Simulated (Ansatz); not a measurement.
Runs of Ansatz 0.2.0 on TaN. Symmetry: P-6m2, No. 187, hexagonal system. The conventional cell has a = 2.938 Å, b = 2.938 Å, c = 2.883 Å, α = 90.00°, β = 90.00°, γ = 120.00°. Ta (site symmetry -6m2) is surrounded by 6 N at 2.23 Å. N (site symmetry -6m2) has 6 Ta at 2.23 Å as nearest neighbours. 

```tsv
level	cutoff (eV)	gap on the mesh (eV)	pressure (GPa)	relaxed volume (Å³/atom)
PBEsol	420	none	0.0	10.63
RPBE	420	none	0.0	(b)
BLYP	420	none	0.0	11.29
PBE	420	none	0.0	(a)
r2SCAN	500	none	0.0	10.77
LDA	420	none	0.0	10.43
revPBE	420	none	0.0	11.03
```

Alike in all rows: task relaxation of cell and atoms; potentials or basis Ansatz PAW; no spin polarisation; cell relaxed; k mesh 10 × 10 × 9; smearing fermi-dirac 0.05 eV.

Question: Estimate the missing entries.

Answer: (a) 10.92; (b) 11.07.

Caveats: the plane-wave basis is chosen anew once the cell has moved, so the energies of steps on either side of that aren't comparable; the PAW data sets come from PBE, with cores solved anew for the run's functional, which leaves a small shift of forces and pressure (some runs).

A k mesh can miss the band edges, and the runs leave out spin-orbit coupling on Ta.

A gap of «none» marks a metal or a gap under the smearing width.
